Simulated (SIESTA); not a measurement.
# HgTe in SIESTA: the effect of strain zz

Crystal: HgTe.

```xyz
2
Lattice="0.0000 3.2145 3.0859 3.2145 0.0000 3.0859 3.2145 3.2145 0.0000" Properties=species:S:1:pos:R:3 pbc="T T T"
Hg    0.0000    0.0000    0.0000
Te    4.8217    4.8217    4.6289
```

Measurements of this composition are mostly on another form, of space group No. 216.

The cell isn't the ideal one: cell strained along z.

Alike in all runs:

| Property | Result |
| --- | --- |
| Program | SIESTA 5.4.2 |
| Task | band structure |
| Functional | PBE |
| Potentials or basis | PseudoDojo 0.4 standard (PBE files) |
| Basis | DZP (energy shift 0.003 Ry; two zetas on semicore shells) |
| Grid cutoff | 800 Ry |
| Energy shift | 0.003 Ry |
| k mesh | 7 × 7 × 7 |
| Occupations | fermi-dirac, width 0.05 eV |
| Spin | no spin polarisation |

```csv
strain zz,pressure (GPa)
-0.04,8.0
-0.02,6.5
-0.01,5.9
0,5.3
0.01,4.7
0.02,?
0.04,3.0
```

Question: What does the run with strain zz 0.02 give?

Answer: Pressure 4.1 GPa.

Worked out: A parabola through the other rows of the pressure, of slope -56.5 GPa per unit of strain zz there, gives 4.1 GPa, against the run's 4.1.

Caveats: short orbitals over semicore shells can move pressures by several GPa; the basis of atomic orbitals isn't converged, which shifts pressures, moduli and gaps.
